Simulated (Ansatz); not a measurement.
# How much does Bi in W(100), 2x2 scatter?, part 3 of 3

Aim: the resistance that Bi in W(100), 2x2 adds to the host.

Ansatz 0.2.0; Ansatz plane-wave DFT, PBE, PAW files; ballistic transport by layer matching (Landauer), zero bias; PAW set soft_1 (the session's first sound run).

So far, resistivity per at.% scaled from this dense plane, with the factor 3/4 for isotropic scattering (µΩ cm): step 3 (resistance at ideal sites) 10.00.

## Step 5: Transmission after relaxation, relaxed yes

The transmission is solved again on the relaxed atoms.

This step: Ansatz plane-wave DFT, PBE, PAW files; ballistic transport by layer matching (Landauer), zero bias; PAW set soft_1 (Ansatz 0.2.0).

File input.yaml:

```yaml
crystal:
  lattice:
    - [6.3296, 0.0, 0.0]
    - [0.0, 6.3296, 0.0]
    - [0.0, 0.0, 28.4832]
  atoms:
    - { symbol: W, position: [0.0, 0.0, 0.0277777778] }
    - { symbol: W, position: [0.0, 0.5, 0.0277777778] }
    - { symbol: W, position: [0.5, 0.0, 0.0277777778] }
    - { symbol: W, position: [0.5, 0.5, 0.0277777778] }
    - { symbol: W, position: [0.25, 0.25, 0.0833333333] }
    - { symbol: W, position: [0.25, 0.75, 0.0833333333] }
    - { symbol: W, position: [0.75, 0.25, 0.0833333333] }
    - { symbol: W, position: [0.75, 0.75, 0.0833333333] }
    - { symbol: W, position: [0.0, 0.0, 0.1388888889] }
    - { symbol: W, position: [0.0, 0.5, 0.1388888889] }
    - { symbol: W, position: [0.5, 0.0, 0.1388888889] }
    - { symbol: W, position: [0.5, 0.5, 0.1388888889] }
    - { symbol: W, position: [0.25, 0.25, 0.1944444444] }
    - { symbol: W, position: [0.25, 0.75, 0.1944444444] }
    - { symbol: W, position: [0.75, 0.25, 0.1944444444] }
    - { symbol: W, position: [0.75, 0.75, 0.1944444444] }
    - { symbol: W, position: [0.0, 0.0, 0.25] }
    - { symbol: W, position: [0.0, 0.5, 0.25] }
    - { symbol: W, position: [0.5, 0.0, 0.25] }
    - { symbol: W, position: [0.5, 0.5, 0.25] }
    - { symbol: W, position: [0.25, 0.25, 0.3055570706] }
    - { symbol: W, position: [0.25, 0.75, 0.305046075] }
    - { symbol: W, position: [0.75, 0.25, 0.305046075] }
    - { symbol: W, position: [0.75, 0.75, 0.3055798195] }
    - { symbol: W, position: [-4.6479e-06, -4.6479e-06, 0.360180252] }
    - { symbol: W, position: [-4.6479e-06, 0.5000046479, 0.360180252] }
    - { symbol: W, position: [0.5000046479, -4.6479e-06, 0.360180252] }
    - { symbol: W, position: [0.5000046479, 0.5000046479, 0.360180252] }
    - { symbol: W, position: [0.25, 0.25, 0.4158216781] }
    - { symbol: W, position: [0.25, 0.75, 0.4155214745] }
    - { symbol: W, position: [0.75, 0.25, 0.4155214745] }
    - { symbol: W, position: [0.75, 0.75, 0.4156181597] }
    - { symbol: W, position: [-0.005570116, -0.005570116, 0.4701797819] }
    - { symbol: W, position: [-0.005570116, 0.505570116, 0.4701797819] }
    - { symbol: W, position: [0.505570116, -0.005570116, 0.4701797819] }
    - { symbol: W, position: [0.505570116, 0.505570116, 0.4701797819] }
    - { symbol: Bi, position: [0.25, 0.25, 0.5276899847] }
    - { symbol: W, position: [0.25, 0.75, 0.5276652929] }
    - { symbol: W, position: [0.75, 0.25, 0.5276652929] }
    - { symbol: W, position: [0.75, 0.75, 0.5276978534] }
    - { symbol: W, position: [-0.0055759966, -0.0055759966, 0.5851869317] }
    - { symbol: W, position: [-0.0055759966, 0.5055759966, 0.5851869317] }
    - { symbol: W, position: [0.5055759966, -0.0055759966, 0.5851869317] }
    - { symbol: W, position: [0.5055759966, 0.5055759966, 0.5851869317] }
    - { symbol: W, position: [0.25, 0.25, 0.639568872] }
    - { symbol: W, position: [0.25, 0.75, 0.6397924266] }
    - { symbol: W, position: [0.75, 0.25, 0.6397924266] }
    - { symbol: W, position: [0.75, 0.75, 0.6397835413] }
    - { symbol: W, position: [1.43657e-05, 1.43657e-05, 0.6952078103] }
    - { symbol: W, position: [1.43657e-05, 0.4999856343, 0.6952078103] }
    - { symbol: W, position: [0.4999856343, 1.43657e-05, 0.6952078103] }
    - { symbol: W, position: [0.4999856343, 0.4999856343, 0.6952078103] }
    - { symbol: W, position: [0.25, 0.25, 0.75] }
    - { symbol: W, position: [0.25, 0.75, 0.75] }
    - { symbol: W, position: [0.75, 0.25, 0.75] }
    - { symbol: W, position: [0.75, 0.75, 0.75] }
    - { symbol: W, position: [0.0, 0.0, 0.8055555556] }
    - { symbol: W, position: [0.0, 0.5, 0.8055555556] }
    - { symbol: W, position: [0.5, 0.0, 0.8055555556] }
    - { symbol: W, position: [0.5, 0.5, 0.8055555556] }
    - { symbol: W, position: [0.25, 0.25, 0.8611111111] }
    - { symbol: W, position: [0.25, 0.75, 0.8611111111] }
    - { symbol: W, position: [0.75, 0.25, 0.8611111111] }
    - { symbol: W, position: [0.75, 0.75, 0.8611111111] }
    - { symbol: W, position: [0.0, 0.0, 0.9166666667] }
    - { symbol: W, position: [0.0, 0.5, 0.9166666667] }
    - { symbol: W, position: [0.5, 0.0, 0.9166666667] }
    - { symbol: W, position: [0.5, 0.5, 0.9166666667] }
    - { symbol: W, position: [0.25, 0.25, 0.9722222222] }
    - { symbol: W, position: [0.25, 0.75, 0.9722222222] }
    - { symbol: W, position: [0.75, 0.25, 0.9722222222] }
    - { symbol: W, position: [0.75, 0.75, 0.9722222222] }
kpoints:
  mp_grid: { grid: [4, 4, 1] }
hamiltonian:
  xc: pbe
  pseudopotentials: { kind: paw, azcp: { folder: soft_1 } }
scf:
  occupations: { method: fermi_dirac, width: 0.1 }
output:
  transmission: { leads: [[0, 4]], kmesh: [8, 8], e_range: [-0.05, 0.05], de: 0.05 }
  write_potential: true
  write_density: true
  volumetric_format: npy
```

Started as:

```
> ansatz run input.yaml --threads 4 --pin off --max-ram 15360MiB --backend cpu --events-out ev --progress --plain --runs-dir out
```

Numbers of over 12 decimals in the logs are rounded to 6 here.

The program printed:

```text
[...]
Crystal: 72 atoms, lattice volume = 1141.146 Å³
Basis set: ecut = 420 eV, 22299 PW (Γ)
Bands: 606, of which v1, the nominal top of the filled ones, is band 505 counted from 1 (504 counted from 0)
Symmetry: 8 space group operations
[...]
k-points: 6 of 16
[...]
SCF iter   1: F=—  HF=-749825.254799 eV  |F-HF|=—  |Δ(HF+E_count)|=         —  Δρ=7.03e-2  dr2=2.00e3  ethr=3.10e-3  ⟨swp⟩=5.7  Hψ=13622  notcnv=0  defer=2
[...]
SCF iter  10: F=-749795.633254 eV  HF=-749795.633254 eV  |F-HF|=2.51e-8  |Δ(HF+E_count)|=   8.22e-8  Δρ=6.59e-7  dr2=2.72e-8  ethr=9.91e-12  ⟨swp⟩=5.7  Hψ=9561  notcnv=0
SCF 1 converged in 10 iterations: F = -749795.633254 eV  dr2 = 2.72e-8
[...]
transmission: 60 of 540 steps passed
transmission: 108 of 540 steps passed
[...]
transmission: 540 of 540 steps passed
SCF converged after 10 iterations
Free energy (F): -749795.633254 eV
[...]
Internal energy: -749794.444177 eV  (E = F + TS)
E sigma→0 (E₀):  -749795.038716 eV
Entropy (-TS):   -1.189077 eV (-16.515 meV/atom)
Fermi energy:    22.482435 eV
[...]
--- Band table (eV; the first three rows and the last of 6) ---
  k-point 0: bands = [... 501 lower, 22.3975, 22.4005, 22.4298, 22.4530, 22.4714, 22.4974, 22.4974, 22.5940, ... 97 higher]
  k-point 1: bands = [... 501 lower, 22.3954, 22.4029, 22.4210, 22.4463, 22.4686, 22.4947, 22.5200, 22.5630, ... 97 higher]
  k-point 2: bands = [... 501 lower, 22.4057, 22.4909, 22.5359, 22.5869, 22.6244, 22.6610, 22.6635, 22.6693, ... 97 higher]
  k-point 5: bands = [... 501 lower, 21.8028, 21.8635, 22.2248, 22.2248, 22.4806, 22.5446, 22.5446, 22.9479, ... 97 higher]
--- Transmission ---
  basis      : 349 plane waves across, 36 finite elements along
  points     : 15, standing for a mesh of 8 x 8
[...]
channels       : 5.281250e0 a spin
[...]
slowest decay  : 0.0384 /Å at (0.5000, 0.5000)
  junction   : crystal 0 to crystal 0, 0.89 to 27.79 Å
    transmission   : 3.366039e0 a spin
[...]
```

Elapsed: 5.7 min, on 4 threads of Intel Xeon Platinum 8488C (Sapphire Rapids), shared host; peak memory 8.8 GiB; 20 min of CPU time.

Numbers from this step:

```yaml
transmission_per_spin_nearest_the_fermi_level: 3.366
step_of_the_lead_s_potential: 8 meV
```

Per spin. Table of transmission, zone mean by energy, zero at the Fermi level:

```
energy (eV)  transmission, zone mean
    -0.0500                     3.18
     0.0000                     3.37
     0.0500                     3.50
```

Transmission over k1 and k2. At 0.0000 eV from the Fermi level.

Ten even steps from '0' (0.00) to '9' (9.63):
```
10133310
21134311
23389833
23499943
23389833
21134311
10133310
01222221
```
Columns: k1 (b1) from -0.5 to 0.375; rows upwards: k2 (b2) from -0.5 to 0.375.

Over the solved energies the transmission per spin lies between 3.18 and 3.50, out of 5.20 channels of the lead on average (up to 5.66).

## Step 6: Resistance after relaxation

This step: Ansatz plane-wave DFT, PBE, PAW files; ballistic transport by layer matching (Landauer), zero bias; area resistance of the defect plane and resistivity an atomic per cent; PAW set soft_1 (Ansatz 0.2.0).

Numbers from this step:

```yaml
area_resistance: 0.5484 fΩ m²
t_over_the_leads_mean_channel_count: 0.6447
resistivity_per_at_scaled_from_this_dense_plane_with_the_factor_3_over_4_for_isotropic_scattering: 10.40 µΩ cm
```

Averaged over the energies near the Fermi level, 64.5 % of the channels pass, which makes 0.548 fΩ m², against 0.527 on ideal sites.

## Step 7: Summary of results

* share of channels that pass, rigid: 0.654
* area resistance, rigid: 0.527 fΩ m²
* resistivity per at.% from the area resistance, times 3/4, rigid: 10.00 µΩ cm
* share of channels that pass, relaxed: 0.645
* area resistance, relaxed: 0.548 fΩ m²
* resistivity per at.% from the area resistance, times 3/4, relaxed: 10.4 µΩ cm

**Reading.** The plane of defects adds 0.55 fΩ m². Scaled to one atomic per cent that is 14 µΩ cm as it stands and 10 with the factor 3/4 for isotropic scattering on a spherical Fermi surface; with the reflection in place of the resistance taken as linear in the density it would be 6.7. These are rough estimates of the dilute value, not bounds. One Bi in each 2x2 cell reflects 36 % of the lead's channels. The relaxed cell differs by 4.0 % in resistance; between the two runs the lead's own channel count goes from 5.20 to 5.20, so the change comes from the moved atoms. The defects form a dense periodic sheet that scatters coherently, unlike a dilute random alloy. T and N are means over the solved energies nearest the Fermi level. Spin-orbit coupling is left out, which matters for Bi and W.

[Logs are printed without paths, hosts, clocks, repeated set-up lines and the standing remarks that a program may print on its own settings, such as how far it seeks lower states.]

[Hosts, paths, dates, database ids (printed as entryN), source tags and the programs' standing remarks are cut or masked in the printed files.]
